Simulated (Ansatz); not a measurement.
**BeS in Ansatz: the effect of functional**

The system is BeS.

```xyz
2
Lattice="0.0000 2.3755 2.3755 2.3755 0.0000 2.3755 2.3755 2.3755 0.0000" Properties=species:S:1:pos:R:3 pbc="T T T"
S     3.5632    3.5632    3.5632
Be    0.0000    0.0000    0.0000
```

The cell isn't the ideal one: volume scaled by 0.94.

Alike in all runs:

| Item | Value |
| --- | --- |
| Program | Ansatz 0.2.0 |
| Task | single point |
| Potentials or basis | Ansatz PAW |
| k mesh | 9 × 9 × 9 |
| Occupations | fermi-dirac, width 0.05 eV |
| Spin | no spin polarisation |

| functional | cutoff | gap on the mesh (eV) | pressure (GPa) |
| --- | --- | --- | --- |
| LDA | 420 eV (not typed: the program's choice for these potentials) | 2.86 | 3.1 |
| PBEsol | 420 eV (not typed: the program's choice for these potentials) | 2.88 | 5.9 |
| r2SCAN | 500 eV (not typed: the program's choice for these potentials) | ? | ? |

**Question.** What does the run with functional r2SCAN give?

**Answer.** gap on the mesh 3.52 eV; pressure 8.2 GPa.

Caveats: odd divisions of the mesh miss points on the zone boundary, where band edges often lie, so the gap on the mesh can be too wide; the PAW data sets come from PBE, with cores solved anew for the run's functional, which leaves a small shift of forces and pressure.

A k mesh can miss the band edges.
